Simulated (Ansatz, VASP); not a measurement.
# GaP: VASP beside Ansatz

File INCAR:

```
PREC = Accurate
ENCUT = 520
EDIFF = 1E-6
ISMEAR = 0
SIGMA = 0.05
LREAL = False
LASPH = True
NELM = 100
ALGO = Normal
ISIF = 2
LWAVE = False
LCHARG = True
GGA = PS
LELF = True
LVHAR = True
NBANDS = 16
```

File KPOINTS:

```
regular mesh
0
Gamma
  10 10 10
```

The input POSCAR:

```
GaP
1.0
    0.0000000000      2.7928103919      2.6474645861
    2.6474645861      0.0000000000      2.6474645861
    2.6474645861      2.7928103919      0.0000000000
Ga P
1 1
Direct
    0.0000000000      0.0000000000      0.0000000000
    0.7500000000      0.7500000000      0.7500000000
```

Input for Ansatz:

```yaml
crystal:
  lattice:
    - [0.0, 2.7928103919, 2.6474645861]
    - [2.6474645861, 0.0, 2.6474645861]
    - [2.6474645861, 2.7928103919, 0.0]
  atoms:
    - { symbol: Ga, position: [0.0, 0.0, 0.0] }
    - { symbol: P, position: [0.75, 0.75, 0.75] }
basis:
  ecutwfc: 420
kpoints:
  mp_grid: { grid: [10, 10, 10] }
hamiltonian:
  xc: pbesol
  pseudopotentials: { kind: paw, azcp: { folder: soft_1 } }
scf:
  occupations: { method: gaussian, width: 0.05 }
output:
  forces: true
  stress: true
  eigenvalues: true
  write_density: true
  write_potential: true
  elf: true
  volumetric_format: npy
```

Alike in both runs: task single point; functional PBEsol; k mesh 10 × 10 × 10; occupations gaussian, width 0.05 eV; no spin polarisation.

|  | VASP | Ansatz |
| --- | --- | --- |
| version | VASP 6.6.1 | Ansatz 0.2.0 |
| potentials or method | VASP PAW PBE potentials, release 64 (Ga_d, P) | scalar-relativistic, plane waves, PAW |
| plane-wave cutoff (eV) | 520 | 420 |
| valence electrons in the cell | 18 | 18 |

Ansatz gave:

```
gap on the k mesh at the Fermi level (eV)       : 1.16
least direct gap on the mesh (eV)               : 1.88
pressure (GPa)                                  : 2.4
largest component of the traceless stress (GPa) : 2.94
```

Problem. What did VASP give for the same quantities?

Solution. gap on the k mesh at the Fermi level (eV): 1.16; least direct gap on the mesh (eV): 1.89; pressure (GPa): 2.2; largest component of the traceless stress (GPa): 2.95.

Ansatz warned: «pseudo_functional_mismatch».

Caveats: the PAW data sets were made with another functional, which shifts forces and pressure a little (VASP). A k mesh can miss the band edges.
